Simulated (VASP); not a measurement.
# Co in VASP: the effect of functional

Slab: Co, a slab with vacuum.

```
Co
1.0
     2.48736    0.00000    0.00000
    -1.24368    2.15412    0.00000
     0.00000    0.00000   23.12658
Co
5
Direct
  0.66667 0.33333 0.32430
  0.33333 0.66667 0.40869
  0.66667 0.33333 0.50000
  0.33333 0.66667 0.58438
  0.66667 0.33333 0.67570
```

Alike in all runs:

```yaml
Program: VASP 6.6.1
Task: relaxation of the atoms
Cutoff: 520 eV
k_mesh: 9 × 9 × 1
Occupations: fermi-dirac, width 0.05 eV
Spin: collinear spin, ferromagnetic start
Starting_moments: "[2.0, 2.0, 2.0, 2.0, 2.0] μB"
```

Each run relaxes the cell or the atoms first.

Q: One run gave: moment 7.76 μB. Which functional did it use?
A. RPBE
B. revPBE
C. LDA
D. PBEsol
E. BLYP

A: C.

```tsv
functional	potentials or basis	moment (μB)
LDA	VASP PAW LDA potentials, release 64 (Co)	7.76
PBE	VASP PAW PBE potentials, release 64 (Co)	8.00
PBEsol	VASP PAW PBE potentials, release 64 (Co)	7.94
RPBE	VASP PAW PBE potentials, release 64 (Co)	8.08
revPBE	VASP PAW PBE potentials, release 64 (Co)	8.06
BLYP	VASP PAW PBE potentials, release 64 (Co)	8.03
```
